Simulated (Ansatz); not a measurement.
CdF2 and the effect of the pressure

The cell as given:

```cif
data_structure
_symmetry_space_group_name_H-M 'Fm-3m'
_symmetry_Int_Tables_number 225
_cell_length_a 5.3880
_cell_length_b 5.3880
_cell_length_c 5.3880
_cell_angle_alpha 90.000
_cell_angle_beta 90.000
_cell_angle_gamma 90.000
_cell_volume 156.42
loop_
_atom_site_label
_atom_site_type_symbol
_atom_site_symmetry_multiplicity
_atom_site_Wyckoff_symbol
_atom_site_fract_x
_atom_site_fract_y
_atom_site_fract_z
_atom_site_occupancy
Cd1 Cd 4 a 0.00000 0.00000 0.00000 1
F1 F 8 c 0.25000 0.25000 0.75000 1
```

Kept alike: task relaxation of cell and atoms; functional PBE; k mesh 9 × 9 × 9; occupations fermi-dirac, width 0.05 eV; no spin polarisation. Program: Ansatz, Ansatz PAW, cutoff 420 eV. The mesh is that of the run's cell of 3 atoms. No spin-orbit coupling.

| run | volume (Å³/atom) |
| --- | --- |
| A | 11.247 |
| B | 13.725 |
| C | 11.820 |
| D | 13.086 |
| E | 12.584 |
| F | 13.445 |

The relaxations keep at least the cell's symmetry (Fm-3m). The runs follow the start's structure, whether or not it is the stable one at these pressures. Ansatz's relaxations hold a Pulay term in the stress (up to 0.8 GPa here). P is the pressure aimed at, which the runs meet within some hundredths to tenths of a GPa.

Problem. The runs differ in the pressure alone: 0; 2; 5; 10; 20; 30 GPa. Which run is which?

Solution. Run A is 30 GPa; run B is 0 GPa; run C is 20 GPa; run D is 5 GPa; run E is 10 GPa; run F is 2 GPa. The volume falls from 13.725 to 11.247 Å³/atom between 0 and 30 GPa. The volume falls ever more slowly, since the solid stiffens under load. At the pressures aimed at, which the runs meet within some tenths of a GPa, the step from 0 to 5 GPa gives a mean bulk modulus near 105 GPa, the last step 201 GPa.
